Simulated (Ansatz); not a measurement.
# NaI: the cost of one run

Program: Ansatz 0.2.0. Level of theory: DFT PBEsol, frozen-core PAW, scalar-relativistic unless said. These are calculated values, not measurements.

### 1 Starting point

Symmetry: Fm-3m, No. 225, cubic system. Conventional cell: a = 6.473 Å, b = 6.473 Å, c = 6.473 Å, α = 90.00°, β = 90.00°, γ = 90.00°. Around Na (site symmetry m-3m) lie 6 I at 3.24 Å. Around I (site symmetry m-3m) lie 6 Na at 3.24 Å.

Structure file:

```
Na I
1.0
     0.00000    3.23640    3.23640
     3.23640    0.00000    3.23640
     3.23640    3.23640    0.00000
Na I
1 1
Direct
  0.00000 0.00000 0.00000
  0.50000 0.50000 0.50000
```

Cartesian axes are those of the input's lattice vectors. The structure goes back to a database entry.

### 2 Cell and atoms relaxed, PAW

Contents of input.yaml:

```yaml
crystal:
  lattice:
    - [0.0, 3.2364, 3.2364]
    - [3.2364, 0.0, 3.2364]
    - [3.2364, 3.2364, 0.0]
  atoms:
    - { symbol: Na, position: [0.0, 0.0, 0.0] }
    - { symbol: I, position: [0.5, 0.5, 0.5] }
kpoints:
  mp_grid: { grid: [12, 12, 12] }
scf:
  occupations: { method: fermi_dirac, width: 0.05 }
hamiltonian:
  xc: pbesol
  pseudopotentials: { kind: paw }
relax:
  f_tol: 0.002
  max_steps: 80
  cell: {}
output:
  forces: true
  stress: true
```

The run is started by

```bash
ansatz run input.yaml --threads 1 --pin off --max-ram 2560MiB --backend cpu --events-out ev --progress --plain --runs-dir out
```

**Question.** How long does this run take on 1 thread of Arm Neoverse V1, shared host, and how much memory does it need?

About 14 s, with a peak of 0.37 GiB.
